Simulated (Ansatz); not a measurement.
CdSe, 4H polytype, 8 atoms and 144 valence electrons in a cell of about 238 Å³, was run 11 times in the PAW code Ansatz, each time on 4 threads of Intel(R) Xeon(R) Processor @ 2.70GHz, with other jobs on the host. The times are single readings and vary with the host's load.

```
                 run   k mesh  irreducible k  cutoff (eV)  plane waves  bands  SCF iterations  wall time  peak host memory (GiB)
     relaxation, PBE    6×6×2             14          420         4685     87              37          ?                       ?
  relaxation, r2SCAN    6×6×2             14          500         5793     87              30       61 s                     1.2
          bands, PBE  12×12×2             38          420         4529     78               7          ?                       ?
single point, r2SCAN  12×12×2             38          500         5793     78               7          ?                       ?
 single point, HSE06    6×6×2             14          420         4529     78              19    8.6 min                     5.3
  single point, PBE0    6×6×2             14          420         4529     78              19    8.6 min                     5.3
   single point, LDA  12×12×2             38          420         4529     78               8       25 s                    0.95
  relaxation, PBEsol    6×6×2             14          420         4361     87              32          ?                       ?
   Γ phonons, PBEsol    6×6×2             26          420         4361     87              16    6.3 min                     2.4
 field response, PBE    6×6×2             26          420         4529     87              15          ?                       ?
     relaxation, LDA    6×6×2             14          420         4205     87              31       29 s                    0.83
```

(1) Estimate the missing times and memories.

## Answers

(1)
```json
{"run": "relaxation, PBE", "wall time": "36 s", "peak host memory (GiB)": "0.85"}
{"run": "single point, r2SCAN", "wall time": "44 s", "peak host memory (GiB)": "1.5"}
{"run": "relaxation, PBEsol", "wall time": "34 s", "peak host memory (GiB)": "0.85"}
{"run": "bands, PBE", "wall time": "44 s", "peak host memory (GiB)": "1.3"}
{"run": "field response, PBE", "wall time": "3.6 min", "peak host memory (GiB)": "2.4"}
```
